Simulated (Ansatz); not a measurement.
The system is TiO2 (Anatase).

```
Ti O
1.0
    -1.89210    1.89210    4.75730
     1.89210   -1.89210    4.75730
     1.89210    1.89210   -4.75730
Ti O
2 4
Direct
  0.75000 0.25000 0.50000
  0.00000 0.00000 0.00000
  0.79190 0.79190 0.00000
  0.54190 0.04190 0.50000
  0.95810 0.45810 0.50000
  0.20810 0.20810 0.00000
```

* Program: Ansatz 0.2.0
* Task: relaxation of cell and atoms
* Functional: revPBE
* Potentials or basis: Ansatz PAW
* Cutoff: 420 eV (not typed: the program's choice for these potentials)
* k mesh: 10 × 10 × 10
* Occupations: fermi-dirac, width 0.05 eV
* Spin: no spin polarisation

At the start: volume 11.35 Å³/atom.

Q: Where does the relaxation end?

A: It ends after 10 steps and the volume is 11.87 Å³/atom (+4.5 %); space group I4_1/amd (No. 141, to 0.05 Å).

The path:
```
step  energy change (eV)  largest force (eV/Å)  volume (Å³)
   1              0.0000                0.1506        68.13
   2             -0.0579                0.0416        70.09
   3             -0.0620                0.0065        70.97
   4             -0.0619                0.0048        71.04
   5             -0.0621                0.0050        71.03
   6             -0.0765                0.0045        71.03
   7             -0.0762                0.0003        71.20
   8             -0.0768                0.0003        71.20
   9             -0.0768                0.0001        71.22
  10             -0.0769                0.0001        71.22
```

Final structure:
```
Ti O
1.0
    -1.90851    1.90851    4.88791
     1.90851   -1.90851    4.88791
     1.90851    1.90851   -4.88791
Ti O
2 4
Cartesian
  0.0000 1.9085 2.4440
  0.0000 0.0000 0.0000
  0.0000 0.0000 7.7629
  0.0000 1.9085 0.4311
  0.0000 1.9085 4.4569
  0.0000 0.0000 2.0129
```

Caveat: the plane-wave basis is chosen anew once the cell has moved, so the energies of steps on either side of that aren't comparable; the pressure holds a Pulay correction of +0.6 GPa for the finite cutoff; the PAW data sets come from PBE, with cores solved anew for the run's functional, which leaves a small shift of forces and pressure.
